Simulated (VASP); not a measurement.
# InP in VASP: one cell, several levels of theory, part 1 of 2

What does VASP give for InP in the zincblende structure, under +4.0 % strain along z alone, the cell held fixed? Runs: PBE, r2SCAN. The results are then set beside those of Ansatz 0.2.0 for the same cell.

Program: VASP 6.6.1. PAW datasets, plane waves. Spin-unpolarised throughout; all numbers are computed.

## (1) Starting point

The cell comes from an earlier relaxation with r2SCAN in another program, then strained, with the atoms relaxed again.

It is tetragonal, I-4m2 (No. 119); a = 4.177 Å, c = 6.144 Å in the conventional setting, 26.80 Å³ an atom. In has 4 P at 2.59 Å; P has 4 In at 2.59 Å.

Structure file:

```
CELL_PARAMETERS angstrom
0.00000 2.95379 3.07194
2.95379 0.00000 3.07194
2.95379 2.95379 0.00000
ATOMIC_POSITIONS crystal
In 0.00000 0.00000 0.00000
P 0.25000 0.25000 0.25000
```

## (2) Single point with PBE

Input file INCAR:

```
ENCUT = 520.000000
SIGMA = 0.020000
EDIFF = 1.00e-07
GGA = PE
PREC = Accurate
IBRION = -1
ISIF = 2
ISMEAR = -1
NBANDS = 16
NELM = 120
NSW = 0
LASPH = .TRUE.
LCHARG = .TRUE.
LELF = .TRUE.
LWAVE = .FALSE.
LREAL = .FALSE.
```

Input file KPOINTS:

```
KPOINTS created by Atomic Simulation Environment
0
Gamma
8 8 8
0 0 0
```

Input file KPOINTS_OPT:

```
special points
6
Reciprocal
0.0000000000 0.0000000000 0.0000000000 1
-0.5000000000 -0.5000000000 0.0000000000 1
-0.3750000000 -0.3750000000 0.2500000000 1
-0.3750000000 0.0000000000 0.3750000000 1
0.0000000000 0.0000000000 0.5000000000 1
-0.5000000000 -0.2500000000 0.2500000000 1
```

Input file POSCAR:

```
In P
 1.0000000000000000
     0.0000000000000000    2.9537876347999998    3.0719391402000000
     2.9537876347999998    0.0000000000000000    3.0719391402000000
     2.9537876347999998    2.9537876347999998    0.0000000000000000
 In  P
   1   1
Cartesian
  0.0000000000000000  0.0000000000000000  0.0000000000000000
  1.4768938173999999  1.4768938173999999  1.5359695701000000
```

The run uses the recommended PBE PAW datasets (18 valence electrons a neutral cell).

Launch:

```
> mpirun -np 1 vasp_std
```

Printed to the terminal (iteration lines stand in OSZICAR):

```text
POSCAR found type information on POSCAR InP
 POSCAR found :  2 types and       2 ions
 LDA part: xc-table for (Slater+PW92), standard interpolation
 POSCAR, INCAR and KPOINTS ok, starting setup
 FFT: planning ... GRIDC
 FFT: planning ... GRID_SOFT
 FFT: planning ... GRID
 WAVECAR not read
 entering main loop
 Start KPOINTS_OPT (optional k-point list driver)
k-point batch [1-6\6]
```

OSZICAR:

```text
N       E                     dE             d eps       ncg     rms          rms(c)
DAV:   1     0.113000383816E+03    0.11300E+03   -0.83460E+03  1888   0.123E+03
DAV:   2    -0.826192273310E+00   -0.11383E+03   -0.10896E+03  2096   0.301E+02
DAV:   3    -0.858172823158E+01   -0.77555E+01   -0.77151E+01  2576   0.765E+01
DAV:   4    -0.878349466072E+01   -0.20177E+00   -0.20172E+00  2320   0.134E+01
DAV:   5    -0.879452163495E+01   -0.11027E-01   -0.11027E-01  2944   0.269E+00    0.515E+00
DAV:   6    -0.841837959254E+01    0.37614E+00   -0.62108E-01  3072   0.120E+01    0.308E+00
DAV:   7    -0.839550503917E+01    0.22875E-01   -0.14375E-01  2704   0.280E+00    0.119E+00
DAV:   8    -0.839617530808E+01   -0.67027E-03   -0.13386E-02  2368   0.133E+00    0.254E-01
DAV:   9    -0.839683061432E+01   -0.65531E-03   -0.13012E-03  2464   0.403E-01    0.142E-01
DAV:  10    -0.839696848125E+01   -0.13787E-03   -0.20227E-04  2896   0.153E-01    0.902E-02
DAV:  11    -0.839704845900E+01   -0.79978E-04   -0.11503E-04  2304   0.833E-02    0.375E-02
DAV:  12    -0.839704808601E+01    0.37299E-06   -0.69598E-06  2304   0.272E-02    0.110E-02
DAV:  13    -0.839704855153E+01   -0.46553E-06   -0.14607E-06  2488   0.594E-03    0.942E-03
DAV:  14    -0.839704877801E+01   -0.22647E-06   -0.22577E-07  2496   0.468E-03    0.181E-03
DAV:  15    -0.839704879801E+01   -0.20005E-07   -0.95283E-09  1784   0.696E-04
   1 F= -.83970488E+01 E0= -.83970482E+01  d E =-.110071E-05
       N       E                     dE             ncg
DAV:   1     0.206896273081E+04   -0.27685E+04      200
DAV:   2     0.138913127758E+04   -0.67983E+03      208
DAV:   3     0.134072494623E+04   -0.48406E+02      256
DAV:   4     0.133947730844E+04   -0.12476E+01      248
DAV:   5     0.133940491531E+04   -0.72393E-01      312
DAV:   6     0.133940411838E+04   -0.79693E-03      248
DAV:   7     0.133940407343E+04   -0.44950E-04      312
DAV:   8     0.133940407306E+04   -0.37466E-06      232
DAV:   9     0.133940407305E+04   -0.60413E-08      216
```

The lines after F= are the extra pass for the points of KPOINTS_OPT, at fixed density; their E is not a total energy.

Parts of OUTCAR:

```text
k-points           NKPTS =     59   k-points in BZ     NKDIM =     59   number of bands    NBANDS=     16

   NELECT =      18.0000    total number of electrons

   dimension x,y,z NGX =    32 NGY =   32 NGZ =   32
   dimension x,y,z NGXF=    64 NGYF=   64 NGZF=   64

  energy-cutoff  :      520.00
  volume of cell :       53.60
      direct lattice vectors                 reciprocal lattice vectors
     0.000000000  2.953787635  3.071939140    -0.169274187  0.169274187  0.162763641
     2.953787635  0.000000000  3.071939140     0.169274187 -0.169274187  0.162763641
     2.953787635  2.953787635  0.000000000     0.169274187  0.169274187 -0.162763641

 k-points in reciprocal lattice and weights: KPOINTS created by Atomic Simulation Env
   0.00000000  0.00000000  0.00000000       0.002
   0.12500000  0.00000000  0.00000000       0.016
   0.25000000  0.00000000  0.00000000       0.016
   0.37500000  0.00000000  0.00000000       0.016
   0.50000000  0.00000000  0.00000000       0.008
   0.12500000  0.12500000  0.00000000       0.004
   0.25000000  0.12500000  0.00000000       0.016
   0.37500000  0.12500000  0.00000000       0.016
[... 51 more k-points ...]

 E-fermi :   4.7424

 k-point     1 :       0.0000    0.0000    0.0000
  band No.  band energies     occupation
      1      -9.5638      2.00000
      2      -9.5465      2.00000
      3      -9.5465      2.00000
      4      -9.4336      2.00000
      5      -9.4269      2.00000
      6      -6.5764      2.00000
      7       4.3997      2.00000
      8       4.5867      1.99917
      9       4.5867      1.99917
     10       4.8842      0.00167
     11       8.5975      0.00000
     12       8.5975      0.00000
     13       8.6644      0.00000
     14      12.7974      0.00000
     15      13.5723      0.00000
     16      14.1665      0.00000

 k-point     2 :       0.1250    0.0000    0.0000
  band No.  band energies     occupation
      1      -9.5694      2.00000
      2      -9.5490      2.00000
      3      -9.5408      2.00000
      4      -9.4341      2.00000
      5      -9.4262      2.00000
      6      -6.4155      2.00000
      7       2.9636      2.00000
      8       4.2871      2.00000
      9       4.4313      2.00000
     10       5.9272      0.00000
     11       8.6680      0.00000
     12       8.8625      0.00000
     13       8.9342      0.00000
     14      12.9924      0.00000
     15      13.4939      0.00000
     16      13.6273      0.00000

 k-point     3 :       0.2500    0.0000    0.0000
  band No.  band energies     occupation
      1      -9.5999      2.00000
      2      -9.5386      2.00000
      3      -9.5284      2.00000
      4      -9.4334      2.00000
      5      -9.4225      2.00000
      6      -5.9674      2.00000
      7       1.1979      2.00000
      8       3.9272      2.00000
      9       4.1181      2.00000
     10       6.1279      0.00000
     11       9.1872      0.00000
     12       9.3180      0.00000
     13       9.7158      0.00000
     14      12.9120      0.00000
     15      13.1471      0.00000
     16      13.6113      0.00000

 k-point     4 :       0.3750    0.0000    0.0000
  band No.  band energies     occupation
      1      -9.6312      2.00000
      2      -9.5291      2.00000
      3      -9.5191      2.00000
      4      -9.4296      2.00000
      5      -9.4154      2.00000
      6      -5.3777      2.00000
      7      -0.2573      2.00000
      8       3.6308      2.00000
      9       3.8617      2.00000
     10       5.9410      0.00000
     11       9.2650      0.00000
     12       9.4666      0.00000
     13      10.9930      0.00000
     14      13.2526      0.00000
     15      13.8831      0.00000
     16      14.0288      0.00000

 k-point     5 :       0.5000    0.0000    0.0000
  band No.  band energies     occupation
      1      -9.6440      2.00000
      2      -9.5261      2.00000
      3      -9.5162      2.00000
      4      -9.4269      2.00000
      5      -9.4113      2.00000
      6      -5.0518      2.00000
      7      -0.8828      2.00000
      8       3.5206      2.00000
      9       3.7669      2.00000
     10       5.8513      0.00000
     11       9.2253      0.00000
     12       9.4493      0.00000
     13      11.4918      0.00000
     14      13.7045      0.00000
     15      14.8984      0.00000
     16      15.1008      0.00000

 k-point     6 :       0.1250    0.1250    0.0000
  band No.  band energies     occupation
      1      -9.5874      2.00000
      2      -9.5352      2.00000
      3      -9.5352      2.00000
      4      -9.4305      2.00000
      5      -9.4301      2.00000
      6      -6.3717      2.00000
      7       2.8279      2.00000
      8       4.1402      2.00000
      9       4.1402      2.00000
     10       6.3892      0.00000
     11       8.0949      0.00000
     12       9.2751      0.00000
     13       9.2751      0.00000
     14      12.0129      0.00000
     15      13.8765      0.00000
     16      14.2958      0.00000

 k-point     7 :       0.2500    0.1250    0.0000
  band No.  band energies     occupation
      1      -9.6108      2.00000
      2      -9.5273      2.00000
      3      -9.5223      2.00000
      4      -9.4322      2.00000
      5      -9.4271      2.00000
      6      -6.0264      2.00000
      7       1.5585      2.00000
      8       3.6818      2.00000
      9       3.7760      2.00000
     10       6.9131      0.00000
     11       8.1805      0.00000
     12       9.7313      0.00000
     13       9.8793      0.00000
     14      11.8340      0.00000
     15      14.0672      0.00000
     16      14.7253      0.00000

 k-point     8 :       0.3750    0.1250    0.0000
  band No.  band energies     occupation
      1      -9.6344      2.00000
      2      -9.5230      2.00000
      3      -9.5116      2.00000
      4      -9.4277      2.00000
      5      -9.4245      2.00000
      6      -5.4725      2.00000
      7       0.1498      2.00000
      8       3.1396      2.00000
      9       3.5485      2.00000
     10       6.8487      0.00000
     11       8.7501      0.00000
     12      10.0993      0.00000
     13      10.2801      0.00000
     14      12.9167      0.00000
     15      14.3408      0.00000
     16      14.4510      0.00000

 k-point     9 :       0.5000    0.1250    0.0000
  band No.  band energies     occupation
      1      -9.6479      2.00000
      2      -9.5216      2.00000
      3      -9.5082      2.00000
      4      -9.4253      2.00000
      5      -9.4192      2.00000
      6      -5.0008      2.00000
      7      -0.7534      2.00000
      8       2.7565      2.00000
      9       3.5403      2.00000
     10       6.7367      0.00000
     11       8.8757      0.00000
     12       9.9354      0.00000
     13      11.3985      0.00000
     14      13.7267      0.00000
     15      14.7909      0.00000
     16      14.9602      0.00000

 k-point    10 :      -0.3750    0.1250    0.0000
  band No.  band energies     occupation
      1      -9.6424      2.00000
      2      -9.5232      2.00000
      3      -9.5112      2.00000
      4      -9.4319      2.00000
      5      -9.4147      2.00000
      6      -5.0970      2.00000
      7      -0.5566      2.00000
      8       2.6442      2.00000
      9       3.7474      2.00000
     10       6.7474      0.00000
     11       9.0854      0.00000
     12       9.7289      0.00000
     13      11.0586      0.00000
     14      13.5815      0.00000
     15      13.9011      0.00000
     16      15.5140      0.00000

 k-point    11 :      -0.2500    0.1250    0.0000
  band No.  band energies     occupation
      1      -9.6181      2.00000
      2      -9.5296      2.00000
      3      -9.5210      2.00000
      4      -9.4382      2.00000
      5      -9.4169      2.00000
      6      -5.6386      2.00000
      7       0.5964      2.00000
      8       2.8547      2.00000
      9       4.0917      2.00000
     10       6.8416      0.00000
     11       9.1296      0.00000
     12       9.4526      0.00000
     13       9.9642      0.00000
     14      12.5666      0.00000
     15      14.0040      0.00000
     16      14.6196      0.00000

 k-point    12 :      -0.1250    0.1250    0.0000
  band No.  band energies     occupation
      1      -9.5855      2.00000
      2      -9.5427      2.00000
      3      -9.5342      2.00000
      4      -9.4381      2.00000
      5      -9.4217      2.00000
      6      -6.1496      2.00000
      7       2.0123      2.00000
      8       3.4547      2.00000
      9       4.4009      2.00000
     10       6.6075      0.00000
     11       8.4871      0.00000
     12       9.0084      0.00000
     13       9.7328      0.00000
     14      12.6273      0.00000
     15      13.3951      0.00000
     16      14.4417      0.00000

[... the tables of k-points 13 to 59 left out ...]

  Total       -0.0828982     -0.0828982     -0.6675989      0.0000000     -0.0000000      0.0000000
  in kB       -2.4777325     -2.4777325    -19.9537752      0.0000000     -0.0000000      0.0000000
  external PRESSURE =      -8.3030801 kB  Pullay stress =       0.0000000 kB

 POSITION                                       TOTAL-FORCE (eV/Angst)
 -----------------------------------------------------------------------------------
      0.00000      0.00000      0.00000        -0.000000     -0.000000      0.000000
      1.47689      1.47689      1.53597         0.000000      0.000000     -0.000000
 -----------------------------------------------------------------------------------
    total drift:                               -0.000000     -0.000000     -0.000000

  FREE ENERGIE OF THE ION-ELECTRON SYSTEM (eV)
  ---------------------------------------------------
  free  energy   TOTEN  =        -8.3970487980 eV

  energy  without entropy=       -8.3970476973  energy(sigma->0) =       -8.39704825
```

Hardware: 1 MPI rank of Intel Xeon Platinum 8488C, shared host.

The levels at the points of KPOINTS_OPT are read from vasprun.xml.

Near the gap, in eV above the top of the last filled band v; c is the band after it:

```
point    v−1      v     c   c+1
    Γ   0.00   0.00  0.30  4.01
    X  -2.03  -2.03  1.94  2.42
    U  -3.07  -1.68  2.50  4.38
    K  -3.07  -1.89  2.23  4.10
    L  -1.07  -0.82  1.26  4.64
    W  -2.75  -2.69  4.14  4.29
```

The PBE gap is 0.30 eV, direct at Γ. Pressure: -0.83 GPa; the forces vanish within 0.01 eV/Å.

Axes a, b and c in the maps are those of this run's conventional cell (a, b, c = 4.177, 4.177, 6.144 Å).

Density in a lattice plane of the grid's cell (edges 4.18 and 6.14 Å, at 0.000 of the third edge), which holds In and P.

Values in e/Å³, 12 rows by 8 columns:
```
 4.93  1.92  0.25  0.06  0.04  0.06  0.25  1.92
 0.44  0.27  0.09  0.03  0.02  0.03  0.09  0.26
 0.10  0.07  0.04  0.02  0.01  0.02  0.04  0.07
 0.04  0.03  0.02  0.02  0.02  0.02  0.02  0.03
 0.02  0.02  0.02  0.03  0.04  0.03  0.02  0.02
 0.01  0.02  0.04  0.09  0.12  0.09  0.04  0.02
 0.02  0.03  0.11  0.28  0.41  0.28  0.11  0.03
 0.04  0.07  0.25  0.60  0.57  0.60  0.25  0.07
 0.10  0.15  0.42  0.60 -0.26  0.60  0.42  0.15
 0.44  0.34  0.45  0.75  0.57  0.75  0.45  0.34
 4.93  1.91  0.42  0.38  0.41  0.38  0.42  1.91
12.01  4.74  0.44  0.15  0.12  0.15  0.44  4.74
```
Columns run along the first of these edges and rows up along the second, over one cell in 8 and 12 even steps from the bottom left corner. Atoms in the plane (fractional): In at (0.00, 0.00), P at (0.50, 0.25).

ELF in the same plane.

Ten even steps from ' ' (0.01) to '@' (0.88):
```
    ..----::::::::::::::----..  
....----::::..      ..::::----..
------::::..          ..::::----
::::::::..              ..::::::
::......                  ......
..                              
                                
                                
            ....::....          
        ..::--==++==--::..      
      ..--++**######**++--..    
    ..--++##%%%%@@%%%%##++--..  
    ::++##%%%%%%%%%%%%%%##==::  
....--**%%%%##++==++##%%%%**--..
::::==##@@@@##--..--##@@@@##==::
::::--**@@@@@@**==**@@@@@@**--::
------==##@@@@@@%%@@@@@@##==----
....----==%%@@@@@@@@@@%%==----..
    ..----++##########++----..  
::    ::----====++====----::    
```
Columns run along the first of these edges and rows up along the second, over one cell in 16 and 20 even steps from the bottom left corner. Atoms in the plane (fractional): In at (0.00, 0.00), P at (0.50, 0.25).

Both are smooth fields of the valence electrons: close to the nuclei they are not physical.

Outside the cores ELF peaks at 0.90 on the P–In line, 1.0 Å from P.

(Continued in part 2 of 2.)
